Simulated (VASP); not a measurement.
# W4C5 in VASP: reference runs

Reference runs on W4C5: the cell as given.

Everything below comes from runs of VASP 6.6.1. Logs are shortened: lines on timing, memory, paths and dates and some standing lists are left out, and cuts for length are marked.

### Step 1. The undisturbed slab

The cell holds a slab with vacuum, 9 atoms: a = 2.901 Å, b = 2.901 Å, c = 26.316 Å, α = 90.00°, β = 90.00°, γ = 120.00°.

### Step 2. Single point, PBE (the (0 0 1) slab of WC, cut from the database cell, not relaxed)

The input, INCAR:

```
  ALGO = Normal
  DIPOL = 0.5 0.5 0.500
  EDIFF = 1E-7
  ENCUT = 520
  GGA = PE
  IDIPOL = 3
  ISIF = 2
  ISMEAR = -1
  LASPH = T
  LCHARG = F
  LDIPOL = T
  LREAL = F
  LWAVE = F
  NBANDS = 48
  NELM = 80
  PREC = Accurate
  SIGMA = 0.05
```

The input, KPOINTS:

```
k-points
0
Gamma
  11 11 1
```

The input, POSCAR:

```
W4C5
1.0
    2.9005014360      0.0000000000      0.0000000000
   -1.4502507180      2.5119079273      0.0000000000
    0.0000000000      0.0000000000     26.3160000000
C W
5 4
Direct
    0.6666666667      0.3333333334      0.2849977200
    0.6666666667      0.3333333334      0.3924988600
    0.6666666667      0.3333333334      0.5000000000
    0.6666666667      0.3333333334      0.6075011400
    0.6666666667      0.3333333334      0.7150022800
    0.0000000000      0.0000000000      0.3387482900
    0.0000000000      0.0000000000      0.4462494300
    0.0000000000      0.0000000000      0.5537505700
    0.0000000000      0.0000000000      0.6612517100
```

Potentials or basis: VASP PAW PBE potentials, release 64 (C, W_sv).

Started as:

```console
cat potpaw_PBE.64/C/POTCAR potpaw_PBE.64/W_sv/POTCAR > POTCAR
mpirun -np 1 vasp_std > vasp.out
```

OUTCAR:

```text
EDIFF = 1E-7
   ENCUT = 520
   GGA = PE
   ISIF = 2
   ISMEAR = -1
   LASPH = T
   LREAL = F
   NELM = 80
   PREC = Accurate

 ion  position               nearest neighbor table
   1  0.667  0.333  0.285-   6 2.19   6 2.19   6 2.19
   2  0.667  0.333  0.392-   7 2.19   6 2.19   7 2.19   7 2.19   6 2.19   6 2.19
   3  0.667  0.333  0.500-   7 2.19   8 2.19   7 2.19   8 2.19   7 2.19   8 2.19
   4  0.667  0.333  0.608-   8 2.19   9 2.19   8 2.19   8 2.19   9 2.19   9 2.19
   5  0.667  0.333  0.715-   9 2.19   9 2.19   9 2.19
   6  0.000  0.000  0.339-   1 2.19   2 2.19   1 2.19   1 2.19   2 2.19   2 2.19   7 2.83
   7  0.000  0.000  0.446-   2 2.19   3 2.19   2 2.19   3 2.19   2 2.19   3 2.19   8 2.83   6 2.83

   8  0.000  0.000  0.554-   3 2.19   4 2.19   3 2.19   4 2.19   3 2.19   4 2.19   7 2.83   9 2.83

   9  0.000  0.000  0.661-   5 2.19   4 2.19   5 2.19   5 2.19   4 2.19   4 2.19   8 2.83

  LATTYP: Found a hexagonal cell.
 ALAT       =     2.9005014360
 C/A-ratio  =     9.0729139705

  Lattice vectors:

 A1 = (   2.9005014360,   0.0000000000,   0.0000000000)
 A2 = (  -1.4502507180,   2.5119079273,   0.0000000000)
 A3 = (   0.0000000000,   0.0000000000,  26.3160000000)

Analysis of symmetry for initial positions (statically):
=====================================================================
 Subroutine PRICEL returns:
 Original cell was already a primitive cell.

 Routine SETGRP: Setting up the symmetry group for a
 hexagonal supercell.

 Subroutine GETGRP returns: Found 12 space group operations
 (whereof 12 operations were pure point group operations)
 out of a pool of 24 trial point group operations.

The static configuration has the point symmetry D_3h.

Analysis of symmetry for dynamics (positions and initial velocities):
=====================================================================
 Subroutine PRICEL returns:
 Original cell was already a primitive cell.

 Routine SETGRP: Setting up the symmetry group for a
 hexagonal supercell.

 Subroutine GETGRP returns: Found 12 space group operations
 (whereof 12 operations were pure point group operations)
 out of a pool of 24 trial point group operations.

The dynamic configuration has the point symmetry D_3h.

 Subroutine INISYM returns: Found 12 space group operations
 (whereof 12 operations are pure point group operations),
 and found     1 'primitive' translations
[... 110 lines left out ...]
   PSTRESS=    0.0 pullay stress
   NELECT =      76.0000    total number of electrons
   NUPDOWN=      -1.0000    fix difference up-down
   EMIN   =  10.00;   EMAX   =-10.00  energy-range for DOS
   EFERMI =   0.00;   METHOD = LEGACY
   ISMEAR =    -1;   SIGMA  =   0.05  broadening in eV -4-tet -1-fermi 0-gaus
   EFERMI_NEDOS =   21; number of points for ismear=-14 and -15
   IALGO  =     38    algorithm
   IMIX   =      4    mixing-type and parameters
     AMIX     =   0.40;   BMIX     =  1.00
     AMIX_MAG =   1.60;   BMIX_MAG =  1.00
  volume/ion in A,a.u.               =      21.30       143.76
  Fermi-wavevector in a.u.,A,eV,Ry     =   1.202580  2.272546 19.676711  1.446197
  Thomas-Fermi vector in A             =   2.338357
   LORBIT       =      0    0 simple, 1 ext, 2 COOP (PROOUT), +10 PAW based schemes
   GGA     = PE    functional components
   LHFCALC =     F    Hartree Fock is set to
   AEXX    =    0.0000 exact exchange contribution
   IVDW    =     0    specifies the selected vdW correction
   LEPSILON=     F    determine dielectric tensor
   LRPA    =     F    only Hartree local field effects (RPA)
 non-spin polarized calculation
  energy-cutoff  :      520.00
  volume of cell :      191.73
 maximum number of plane-waves:      5269
 NGX is ok and might be reduce to    24
   NGX = 11   NGY = 11   NGZ = 97

 number of electron      75.9999994 magnetization

 dipolmoment           0.000000      0.000000     -0.000000 electrons x Angstroem

 Free energy of the ion-electron system (eV)
  ---------------------------------------------------
  ext. energy  EPLUGINS =         0.00000000
  ---------------------------------------------------
  free energy    TOTEN  =       -91.83611060 eV

  energy without entropy =      -91.81326324  energy(sigma->0) =      -91.82468692

 E-fermi :   1.6936     XC(G=0):  -7.1498

 val. band max:        1.6338058263   @ k =   0.3636   0.0909   0.0000
 cond. band min:       1.7248623263   @ k =   0.0000   0.0000   0.0000
 fundamental gap:      0.0910565000
 Fermi energy:         1.6935835922

 k-point     1 :       0.0000    0.0000    0.0000
  band No.  band energies     occupation
      1     -72.2623      2.00000
      2     -72.2412      2.00000
      3     -72.0802      2.00000
      4     -72.0801      2.00000
      5     -36.8925      2.00000
      6     -36.6160      2.00000
[... 805 lines left out ...]
     47       6.6028      0.00000
     48       6.8828      0.00000

------------------------ aborting loop because EDIFF is reached ----------------------------------------

 vacuum level on the upper side and lower side of the slab       (xc-potential included)        -0.090        -0.090

  FORCE on cell =-STRESS in cart. coord.  units (eV):
  Direction    XX          YY          ZZ          XY          YZ          ZX
  --------------------------------------------------------------------------------------
  -------------------------------------------------------------------------------------
  Total        4.6729175      4.6729175     -5.2089852      0.0000000      0.0000000     -0.0000000
  in kB       39.0482893     39.0482893    -43.5278308      0.0000000      0.0000000     -0.0000000
  external PRESSURE =      11.5229160 kB  Pullay stress =       0.0000000 kB

 VOLUME and BASIS-vectors are now :
 -----------------------------------------------------------------------------
  energy-cutoff  :      520.00
  volume of cell :      191.73
      direct lattice vectors                 reciprocal lattice vectors
     2.900501436  0.000000000  0.000000000     0.344767973  0.199051882  0.000000000
    -1.450250718  2.511907927  0.000000000     0.000000000  0.398103764  0.000000000
     0.000000000  0.000000000 26.316000000     0.000000000  0.000000000  0.037999696

 POSITION                                       TOTAL-FORCE (eV/Angst)
 -----------------------------------------------------------------------------------
      1.45025      0.83730      7.50000        -0.000000      0.000000      4.404001
      1.45025      0.83730     10.32900        -0.000000     -0.000000      0.858410
      1.45025      0.83730     13.15800         0.000000     -0.000000      0.000000
      1.45025      0.83730     15.98700        -0.000000     -0.000000     -0.858410
      1.45025      0.83730     18.81600        -0.000000      0.000000     -4.404001
      0.00000      0.00000      8.91450         0.000000     -0.000000     -5.778199
      0.00000      0.00000     11.74350         0.000000     -0.000000     -0.178553
      0.00000      0.00000     14.57250         0.000000     -0.000000      0.178553
      0.00000      0.00000     17.40150         0.000000     -0.000000      5.778199
 -----------------------------------------------------------------------------------
    total drift:                               -0.000000     -0.000000      0.000000

  FREE ENERGIE OF THE ION-ELECTRON SYSTEM (eV)
  ---------------------------------------------------
  free  energy   TOTEN  =       -91.8361105980 eV

  energy  without entropy=      -91.8132632372  energy(sigma->0) =      -91.82468692

 vacuum level on the upper side and lower side of the slab         7.870         7.870
```

stdout:

```text
POSCAR found type information on POSCAR C W
 POSCAR found :  2 types and       9 ions
 scaLAPACK will be used
 LDA part: xc-table for (Slater+PW92), standard interpolation
 POSCAR, INCAR and KPOINTS ok, starting setup
 FFT: planning ... GRIDC
 FFT: planning ... GRID_SOFT
 FFT: planning ... GRID
 WAVECAR not read
 entering main loop
```

Wall time 6.7 min (1 thread of Intel Xeon Platinum 8375C at 2.90GHz (Ice Lake), shared host); peak memory 0.38 GiB.

Results:

```
Free energy            : -91.8361 eV
Largest force          : 5.778 eV/Å
Band gap on the k mesh : none (metal or under the smearing width)
```

Forces in eV/Å, atoms in the order of the input:
```
C    0.000  0.000  4.404
C    0.000  0.000  0.858
C    0.000  0.000  0.000
C    0.000  0.000 -0.858
C    0.000  0.000 -4.404
W    0.000  0.000 -5.778
W    0.000  0.000 -0.179
W    0.000  0.000  0.179
W    0.000  0.000  5.778
```

The run has no spin-orbit coupling, so splittings on W are missing.
